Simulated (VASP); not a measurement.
Here is a VASP 6.6.1 calculation.

INCAR

```
SYSTEM = CaO
PREC = Accurate
ENCUT = 520
EDIFF = 1E-6
ISMEAR = 0
SIGMA = 0.01
LREAL = .FALSE.
LASPH = .TRUE.
NELM = 100
ALGO = Fast
ISIF = 2
LWAVE = .FALSE.
LCHARG = .FALSE.
GGA = PE
NBANDS = 24
```

KPOINTS

```
Automatic mesh
0
G
  6 6 4
  0 0 0
```

The input POSCAR:

```
CaO
1.0
    3.9810268818      0.0000000000      0.0000000000
   -1.9905134409      3.4476704128      0.0000000000
    0.0000000000      0.0000000000      4.7701152067
Ca O
2 2
Direct
    0.3333333333      0.6666666667      0.2500000000
    0.6666666667      0.3333333333      0.7500000000
    0.6666666667      0.3333333333      0.2500000000
    0.3333333333      0.6666666667      0.7500000000
```

Potentials or basis: VASP PAW PBE potentials, release 64 (Ca_sv, O).

Run with:

```bash
$ cat potpaw_PBE.64/Ca_sv/POTCAR potpaw_PBE.64/O/POTCAR > POTCAR
$ mpirun -np 1 vasp_std > vasp.out
```

(1) What does it give for the pressure?

(2) What does it give for the band gap on the k mesh?

Answers

(1) 2.3 GPa.

(2) 3.19 eV, direct.
